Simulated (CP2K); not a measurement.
# W under changes of volume

One of the cells (15.848 Å³/atom); the others are scaled copies at fixed shape and fractional positions:

```
CELL_PARAMETERS angstrom
2.74070 0.00000 0.00000
-0.91357 2.58396 0.00000
-0.91357 -1.29198 2.23777
ATOMIC_POSITIONS crystal
W 0.00000 0.00000 0.00000
```

```yaml
Program: CP2K 2026.2
Functional: r2SCAN
Potentials_or_basis: POTENTIAL_UZH W GTH-SCAN-q14; TZVP-MOLOPT-SCAN-GTH basis
Density_cutoff: 9184 eV
k_mesh: 12 × 12 × 12
Occupations: fermi-dirac, width 0.05 eV
Spin: no spin polarisation
```

| volume (Å³/atom) | energy over the lowest point (meV/atom) | pressure (GPa) |
| --- | --- | --- |
| 14.897 | ? | ? |
| 15.214 | 10.85 | 9.1 |
| 15.531 | 0.00 | 2.1 |
| 15.848 | 2.13 | -4.1 |
| 16.165 | 15.92 | -9.8 |
| 16.482 | 40.29 | -14.9 |
| 16.798 | 74.29 | -19.6 |

Problem. What does the run at 14.897 Å³/atom give?

Solution. Energy over the lowest point 36.18 meV/atom; pressure 16.8 GPa.

Worked out: A Birch-Murnaghan fit of order 3 (a polynomial in V^(-2/3)) to the other rows has its minimum at 15.63 Å³/atom with B0 = V·E''(V) = 311 GPa and B' = 3.8. It gives 35.87 meV/atom at 14.897 Å³/atom, against the run's 36.18, and -dE/dV = 16.5 GPa, against 16.8.

Energies are extrapolated to zero smearing.

Caveats: the basis of atomic orbitals isn't converged, which shifts pressures, moduli and gaps.
